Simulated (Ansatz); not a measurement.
Computed with Ansatz, DFT PBE, scalar-relativistic, plane waves, PAW. All cells share a 420 eV cutoff and Γ-centred k meshes spaced about 0.3 Å⁻¹ or finer (0.25 for metals, 2π included). No spin polarisation.

Relaxed forms of MgGe2N3:

Cell 1.

```
Mg Ge N
1.0
     5.36708    0.00000    0.00000
    -0.01026    5.64780    0.00000
    -0.03045   -2.72101    5.06071
Mg Ge N
2 4 6
Direct
  0.99615 0.33246 0.34116
  0.49404 0.65428 0.66040
  0.50518 0.99520 0.31785
  0.93878 0.00482 0.67137
  0.50155 0.34042 0.00754
  0.97773 0.66505 0.99855
  0.38280 0.29783 0.29777
  0.84743 0.97141 0.27306
  0.53171 0.03041 0.66514
  0.88570 0.65059 0.68476
  0.84287 0.39219 0.05078
  0.34606 0.66535 0.03162
```

Cell 2.

```
Mg Ge N
1.0
     4.84060   -2.82866    0.00000
     4.84060    2.82866    0.00000
     0.00000    0.00000    5.57395
Mg Ge N
2 4 6
Direct
  0.66646 0.33354 0.99502
  0.33354 0.66646 0.49502
  0.99963 0.33228 0.50053
  0.00037 0.66772 0.00053
  0.66772 0.00037 0.50053
  0.33228 0.99963 0.00053
  0.68698 0.31302 0.61303
  0.02353 0.33226 0.13295
  0.97647 0.66773 0.63295
  0.31302 0.68698 0.11303
  0.66773 0.97647 0.13295
  0.33226 0.02353 0.63295
```

Question: Order them by Kohn–Sham gap, widest first, and say which is lowest in energy.

Answer: Gaps on the mesh: 1.01 eV for cell 1, none for cell 2. Lowest in energy is cell 1; cell 2 lies 78 meV/atom higher. The lowest form also has the widest gap. Counting N atoms around Ge and Mg (those within 1.25 times the shortest such distance or 1.15 times the sum of covalent radii, 1.27 where that leaves under three): cell 1 (P1, 12.8 Å³/atom) has Mg 4, Ge 4; cell 2 (Cmc2_1, 12.7 Å³/atom) has Mg 4, Ge 4.

Gaps are read on each cell's k mesh and can be smaller between its points; Kohn–Sham gaps at this level usually fall short of measured ones, and a small gap can close altogether. With atoms moved at random, cell 2 (by 78 meV/atom) fell into a lower structure and cell 1 came back. Some types were kept out of the candidates beforehand, so the set may lack a known form.

The gap and the energy order both follow from electron count. With Mg(II) and nitride ions, MgGe2N3 has one electron per formula unit too many for all germanium to be Ge(IV). In cell 2 the germanium sites are equivalent by symmetry, so the surplus is shared equally and probably fills Ge–N antibonding states at the bottom of the conduction band. The missing gap is then more likely a result of this filling than of an underestimated gap.

Cell 1 instead localises the surplus. One germanium in four has distinctly longer bonds, with all its nitrogen neighbours on one side, as expected for Ge(II) with a stereochemically active 4s–4p lone pair; the other three fit Ge(IV), and the charges balance. The equal coordination numbers hide this difference. Cell 2's drop of 78 meV/atom on displacement matches its separation from cell 1, which suggests that charge disproportionation drives the distortion. The comparison doesn't show whether cell 1 would resist decomposition into MgGeN2 and other phases.
